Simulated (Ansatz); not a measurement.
## Cancellation of cutoff errors in Ti2O

All numbers below come from Ansatz 0.2.0, DFT r2SCAN, scalar-relativistic, plane waves, PAW.

```
CELL_PARAMETERS angstrom
2.91940 0.00000 0.00000
-1.45970 2.52827 0.00000
0.00000 0.00000 4.71300
ATOMIC_POSITIONS crystal
Ti 0.66667 0.33333 0.27874
Ti 0.33333 0.66667 0.72126
O 0.00000 0.00000 0.00000
```

| Property | Result |
| --- | --- |
| Γ-centred k-mesh | 18×18×10 |
| occupation rule | Gaussian smearing, 0.1 eV |
| spin treatment | unpolarised |

A second cell has all atoms moved and the lattice slightly strained:

```yaml
crystal:
  lattice:
    - [2.94328, 0.02011, -0.04661]
    - [-1.45422, 2.53338, 0.03888]
    - [-0.07524, 0.02903, 4.70725]
  atoms:
    - { symbol: Ti, position: [0.67555, 0.33483, 0.28285] }
    - { symbol: Ti, position: [0.32495, 0.66150, 0.71020] }
    - { symbol: O, position: [0.00146, 0.98410, 0.99723] }
```

It ran on a 12×12×6 mesh, another than the first cell's, which shifts the difference by nearly the same amount at every cutoff. Both were run at several values of the cutoff; energies per atom at zero smearing, errors against the largest value (600 eV), which isn't proved converged itself.

| cutoff | error, first cell (meV) | error, second cell (meV) |
| --- | --- | --- |
| 200 eV | 5381.75 | 5429.13 |
| 250 eV | 1235.90 | 1241.18 |
| 300 eV | 223.93 | 220.84 |
| 350 eV | 32.95 | 32.54 |
| 500 eV | 2.14 | 2.06 |

Question: At the largest value the second cell lies 41.95 meV/atom above the first. What is the error of that difference at each value, and where does each quantity come within 1 meV/atom?

Answer: The error of the difference is the second cell's error less the first's:
| cutoff | difference (meV) | its error (meV) |
| --- | --- | --- |
| 200 eV | 89.33 | 47.38 |
| 250 eV | 47.23 | 5.28 |
| 300 eV | 38.86 | -3.09 |
| 350 eV | 41.53 | -0.42 |
| 500 eV | 41.88 | -0.07 |

No value below the largest brings the first cell's total energy within 1 meV/atom, while the difference is there from 350 eV on. Most of the error cancels, by a factor of about 79 in the median. A missing short wave mostly misdescribes the region near each nucleus, which both cells share; what doesn't cancel comes largely from the change of volume and bonding.

6 further runs of this set aren't shown.

The total-energy errors fall steadily, as expected variationally when a plane-wave basis is enlarged, but their difference has no such bound. Its error changes sign between 250 and 300 eV, so a cutoff near that crossing could look converged by accident. The agreement at 350 eV is more convincing because it persists at 500 eV.

The steep initial fall reflects the compact O 2p and Ti 3d orbitals, whose rapid variation near the nuclei requires short wavelengths. Moving the atoms changes their overlap and hybridisation far more than this inner shape, which is why two energies that are each poorly converged can still give a useful difference. The remainder probably mixes this change in bonding with the different number of plane waves that a fixed cutoff admits when the cell is strained. The same basis effect produces Pulay stress, so a converged energy difference doesn't guarantee an equally converged pressure or relaxed lattice. Nor can a single distorted cell separate the energy cost of strain from that of atomic displacement, or establish dynamical stability.
